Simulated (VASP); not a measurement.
# AlN (F-43m) in VASP: notebook

One crystal, AlN, is run at these levels: PBE; tasks: single point.

All numbers are computed with VASP 6.6.1; they aren't measurements. Logs are shortened: lines on timing, memory, paths and dates and some standing lists are left out, and cuts for length are marked.

## 1. The crystal as given

Symmetry: F-43m, No. 216, cubic system. Conventional cell: a = 4.368 Å, b = 4.368 Å, c = 4.368 Å, α = 90.00°, β = 90.00°, γ = 90.00°. Around Al (site symmetry -43m) lie 4 N at 1.89 Å. N (site symmetry -43m) is surrounded by 4 Al at 1.89 Å.

Measurements of this composition are mostly on another form, of space group No. 186.

## 2. Single point, PBE

INCAR reads:

```
PREC     = Accurate       # precision mode
ENCUT    = 400            # plane-wave cutoff, eV
EDIFF    = 1E-7           # SCF threshold, eV
ISMEAR   = 0              # smearing method
SIGMA    = 0.02           # smearing width, eV
LREAL    = False          # projectors in reciprocal space
LASPH    = True           # aspherical terms in the spheres
NELM     = 60             # most SCF steps
ALGO     = Normal         # electronic algorithm
ISIF     = 2              # what is computed and relaxed
LWAVE    = False          # write WAVECAR
LCHARG   = False          # write CHGCAR
GGA      = PE             # functional
```

KPOINTS reads:

```
regular mesh
0
Gamma
  10 10 10
```

POSCAR reads:

```
AlN
1.0
    0.0000000000      2.1839935600      2.1839935600
    2.1839935600      0.0000000000      2.1839935600
    2.1839935600      2.1839935600      0.0000000000
Al N
1 1
Direct
    0.0000000000      0.0000000000      0.0000000000
    0.7500000000      0.7500000000      0.7500000000
```

Potentials or basis: VASP PAW PBE potentials, release 64 (Al, N).

Command:

```
$ cat potpaw_PBE.64/Al/POTCAR potpaw_PBE.64/N/POTCAR > POTCAR
$ mpirun -np 1 vasp_std > vasp.out
```

OUTCAR:

```text
PREC = Accurate
   ENCUT = 400
   EDIFF = 1E-7
   ISMEAR = 0
   LREAL = False
   LASPH = True
   NELM = 60
   ISIF = 2
   GGA = PE

 ion  position               nearest neighbor table
   1  0.000  0.000  0.000-   2 1.89   2 1.89   2 1.89   2 1.89
   2  0.750  0.750  0.750-   1 1.89   1 1.89   1 1.89   1 1.89

  LATTYP: Found a face centered cubic cell.
 ALAT       =     4.3679871200

  Lattice vectors:

 A1 = (   0.0000000000,   2.1839935600,   2.1839935600)
 A2 = (   2.1839935600,   0.0000000000,   2.1839935600)
 A3 = (   2.1839935600,   2.1839935600,   0.0000000000)

Analysis of symmetry for initial positions (statically):
=====================================================================
 Subroutine PRICEL returns:
 Original cell was already a primitive cell.

 Routine SETGRP: Setting up the symmetry group for a
 face centered cubic supercell.

 Subroutine GETGRP returns: Found 24 space group operations
 (whereof 24 operations were pure point group operations)
 out of a pool of 48 trial point group operations.

The static configuration has the point symmetry T_d .

Analysis of symmetry for dynamics (positions and initial velocities):
=====================================================================
 Subroutine PRICEL returns:
 Original cell was already a primitive cell.

 Routine SETGRP: Setting up the symmetry group for a
 face centered cubic supercell.

 Subroutine GETGRP returns: Found 24 space group operations
 (whereof 24 operations were pure point group operations)
 out of a pool of 48 trial point group operations.

The dynamic configuration has the point symmetry T_d .

 Subroutine INISYM returns: Found 24 space group operations
 (whereof 24 operations are pure point group operations),
 and found     1 'primitive' translations

----------------------------------------------------------------------------------------

                                     Primitive cell

  volume of cell :      20.8345

  direct lattice vectors                    reciprocal lattice vectors
     0.000000000  2.183993560  2.183993560    -0.228938404  0.228938404  0.228938404
     2.183993560  0.000000000  2.183993560     0.228938404 -0.228938404  0.228938404
     2.183993560  2.183993560  0.000000000     0.228938404  0.228938404 -0.228938404

  length of vectors
     3.088633313  3.088633313  3.088633313     0.396532948  0.396532948  0.396532948

  position of ions in fractional coordinates (direct lattice)
     0.000000000  0.000000000  0.000000000
     0.750000000  0.750000000  0.750000000

  ion indices of the primitive-cell ions
   primitive index   ion index
                 1           1
                 2           2

----------------------------------------------------------------------------------------

 KPOINTS: regular mesh

Automatic generation of k-mesh.
 Grid dimensions read from file:
 generate k-points for:   10   10   10

 Generating k-lattice:

  Cartesian coordinates                     Fractional coordinates (reciprocal lattice)
    -0.022893840  0.022893840  0.022893840     0.100000000  0.000000000  0.000000000
     0.022893840 -0.022893840  0.022893840     0.000000000  0.100000000  0.000000000
     0.022893840  0.022893840 -0.022893840     0.000000000  0.000000000  0.100000000

  Length of vectors
     0.039653295  0.039653295  0.039653295

  Shift w.r.t. Gamma in fractional coordinates (k-lattice)
     0.000000000  0.000000000  0.000000000

 Subroutine IBZKPT returns following result:
 ===========================================

 Found     47 irreducible k-points:

 Following reciprocal coordinates:
            Coordinates               Weight
  0.000000  0.000000  0.000000      1.000000
  0.100000  0.000000  0.000000      8.000000
  0.200000  0.000000  0.000000      8.000000
  0.300000  0.000000  0.000000      8.000000
  0.400000  0.000000  0.000000      8.000000
  0.500000  0.000000  0.000000      4.000000
[... 16 lines left out ...]
  0.300000  0.300000  0.000000      6.000000
  0.400000  0.300000  0.000000     24.000000
 [... further k-points ...]
   k-points           NKPTS =     47   k-points in BZ     NKDIM =     47   number of bands    NBANDS=      8
   number of dos      NEDOS =    301   number of ions     NIONS =      2
   total plane-waves  NPLWV =   8000
   dimension x,y,z NGX =    20 NGY =   20 NGZ =   20
   dimension x,y,z NGXF=    40 NGYF=   40 NGZF=   40
   ions per type =               1   1
   NGX,Y,Z   is equivalent  to a cutoff of  10.77, 10.77, 10.77 a.u.
   NGXF,Y,Z  is equivalent  to a cutoff of  21.53, 21.53, 21.53 a.u.
 SYSTEM =  unknown system
   PREC   = accura    normal or accurate (medium, high low for compatibility)
   ISTART =      0    job   : 0-new  1-cont  2-samecut
   ICHARG =      2    charge: 1-file 2-atom 10-const
   ISPIN  =      1    spin polarized calculation?
   LNONCOLLINEAR =      F non collinear calculations
   LSORBIT =      F    spin-orbit coupling
   LASPH  =      T    aspherical Exc in radial PAW
   ENCUT  =  400.0 eV  29.40 Ry    5.42 a.u.   5.04  5.04  5.04*2*pi/ulx,y,z
   NELM   =     60;   NELMIN=  2; NELMDL= -5     # of ELM steps
   EDIFF  = 0.1E-06   stopping-criterion for ELM
   LREAL  =      F    real-space projection
   EDIFFG = 0.1E-05   stopping-criterion for IOM
   NSW    =      0    number of steps for IOM
   IBRION =     -1    ionic relax: 0-MD 1-quasi-New 2-CG
   NFREE  =      0    steps in history (QN), initial steepest desc. (CG)
   ISIF   =      2    stress and relaxation
   ISYM   =      2    0-nonsym 1-usesym 2-fastsym
   POTIM  = 0.5000    time-step for ionic-motion
   TEBEG  =    0.0;   TEEND  =   0.0 temperature during run
   PSTRESS=    0.0 pullay stress
   NELECT =       8.0000    total number of electrons
   NUPDOWN=      -1.0000    fix difference up-down
   EMIN   =  10.00;   EMAX   =-10.00  energy-range for DOS
   EFERMI =   0.00;   METHOD = LEGACY
   ISMEAR =     0;   SIGMA  =   0.02  broadening in eV -4-tet -1-fermi 0-gaus
   EFERMI_NEDOS =   21; number of points for ismear=-14 and -15
   IALGO  =     38    algorithm
   IMIX   =      4    mixing-type and parameters
     AMIX     =   0.40;   BMIX     =  1.00
     AMIX_MAG =   1.60;   BMIX_MAG =  1.00
  volume/ion in A,a.u.               =      10.42        70.30
  Fermi-wavevector in a.u.,A,eV,Ry     =   1.189899  2.248583 19.263943  1.415860
  Thomas-Fermi vector in A             =   2.325996
   LORBIT       =      0    0 simple, 1 ext, 2 COOP (PROOUT), +10 PAW based schemes
   GGA     = PE    functional components
   LHFCALC =     F    Hartree Fock is set to
   AEXX    =    0.0000 exact exchange contribution
   IVDW    =     0    specifies the selected vdW correction
   LEPSILON=     F    determine dielectric tensor
   LRPA    =     F    only Hartree local field effects (RPA)
 non-spin polarized calculation
 Gauss-broadening in eV      SIGMA  =   0.02
  energy-cutoff  :      400.00
  volume of cell :       20.83
 maximum number of plane-waves:       388
   NGX =  9   NGY =  9   NGZ =  9

 number of electron       8.0000004 magnetization

 Free energy of the ion-electron system (eV)
  ---------------------------------------------------
  ext. energy  EPLUGINS =         0.00000000
  ---------------------------------------------------
  free energy    TOTEN  =       -14.83986835 eV

  energy without entropy =      -14.83986835  energy(sigma->0) =      -14.83986835

 E-fermi :   6.1417     XC(G=0): -10.9340

 val. band max:        5.9871912624   @ k =   0.0000   0.0000   0.0000
 cond. band min:       9.2907220203   @ k =   0.5000   0.5000   0.0000
 fundamental gap:      3.3035307579
 Fermi energy:         6.1417294230

 k-point     1 :       0.0000    0.0000    0.0000
  band No.  band energies     occupation
      1      -9.0164      2.00000
      2       5.9872      2.00000
      3       5.9872      2.00000
      4       5.9872      2.00000
      5      10.1632      0.00000
      6      18.5337      0.00000
      7      18.5337      0.00000
      8      18.5337      0.00000

 k-point     2 :       0.1000    0.0000    0.0000
  band No.  band energies     occupation
      1      -8.8707      2.00000
      2       5.1602      2.00000
      3       5.9282      2.00000
      4       5.9282      2.00000
      5      10.8268      0.00000
      6      18.1470      0.00000
      7      18.6681      0.00000
      8      18.6681      0.00000

 k-point     3 :       0.2000    0.0000    0.0000
  band No.  band energies     occupation
      1      -8.4546      2.00000
      2       3.5551      2.00000
      3       5.7953      2.00000
      4       5.7953      2.00000
      5      11.9544      0.00000
      6      17.3503      0.00000
      7      18.5989      0.00000
      8      18.5989      0.00000

 k-point     4 :       0.3000    0.0000    0.0000
  band No.  band energies     occupation
      1      -7.8502      2.00000
      2       1.9074      2.00000
      3       5.6473      2.00000
      4       5.6473      2.00000
      5      12.7966      0.00000
      6      16.5927      0.00000
      7      17.9381      0.00000
      8      17.9381      0.00000

 k-point     5 :       0.4000    0.0000    0.0000
  band No.  band energies     occupation
      1      -7.2458      2.00000
      2       0.6226      2.00000
      3       5.5347      2.00000
      4       5.5347      2.00000
      5      13.2249      0.00000
      6      16.0525      0.00000
      7      17.3398      0.00000
      8      17.3398      0.00000
[... 177 lines left out ...]
 k-point    22 :      -0.2000    0.2000    0.0000
  band No.  band energies     occupation
      1      -7.6517      2.00000
      2       2.2105      2.00000
      3       4.2822      2.00000
      4       5.7193      2.00000
      5      13.5389      0.00000
      6      15.9317      0.00000
      7      17.3845      0.00000
      8      18.4780      0.00000

 k-point    23 :       0.3000    0.3000    0.0000
  band No.  band energies     occupation
      1      -7.4745      2.00000
      2       2.4551      2.00000
      3       4.7344      2.00000
      4       4.7344      2.00000
      5      11.3050      0.00000
      6      15.6763      0.00000
      7      17.8699      0.00000
      8      20.4896      0.00000

 k-point    24 :       0.4000    0.3000    0.0000
  band No.  band energies     occupation
      1      -7.0126      2.00000
      2       1.8185      2.00000
      3       4.2707      2.00000
      4       4.5699      2.00000
      5      10.8899      0.00000
      6      15.5105      0.00000
      7      18.2367      0.00000
      8      20.5763      0.00000

 [... further k-points ...]

------------------------ aborting loop because EDIFF is reached ----------------------------------------

  FORCE on cell =-STRESS in cart. coord.  units (eV):
  Direction    XX          YY          ZZ          XY          YZ          ZX
  --------------------------------------------------------------------------------------
  -------------------------------------------------------------------------------------
  Total        0.1401921      0.1401921      0.1401921      0.0000000      0.0000000      0.0000000
  in kB       10.7807807     10.7807807     10.7807807      0.0000000      0.0000000      0.0000000
  external PRESSURE =      10.7807807 kB  Pullay stress =       0.0000000 kB

 VOLUME and BASIS-vectors are now :
 -----------------------------------------------------------------------------
  energy-cutoff  :      400.00
  volume of cell :       20.83
      direct lattice vectors                 reciprocal lattice vectors
     0.000000000  2.183993560  2.183993560    -0.228938404  0.228938404  0.228938404
     2.183993560  0.000000000  2.183993560     0.228938404 -0.228938404  0.228938404
     2.183993560  2.183993560  0.000000000     0.228938404  0.228938404 -0.228938404

 POSITION                                       TOTAL-FORCE (eV/Angst)
 -----------------------------------------------------------------------------------
      0.00000      0.00000      0.00000         0.000000      0.000000      0.000000
      3.27599      3.27599      3.27599        -0.000000     -0.000000     -0.000000
 -----------------------------------------------------------------------------------
    total drift:                                0.000001      0.000001      0.000001

  FREE ENERGIE OF THE ION-ELECTRON SYSTEM (eV)
  ---------------------------------------------------
  free  energy   TOTEN  =       -14.8398683470 eV

  energy  without entropy=      -14.8398683470  energy(sigma->0) =      -14.83986835
```

It used 3.7 s of CPU time on 1 thread of Intel(R) Xeon(R) Platinum 8488C (Sapphire Rapids), on a shared host, which was overloaded at the time.

What came out:

```
Free energy            : -14.8399 eV
Band gap on the k mesh : 3.30 eV, indirect (least direct gap 4.18 eV)
```

Caveat: the cutoff is under 1.25 times the usual one of these potentials, so pressure, stress and relaxed cells hold a basis-set (Pulay) error. PBE gaps usually lie below the measured ones, often by a third to a half.

[end of part 1 of 2]
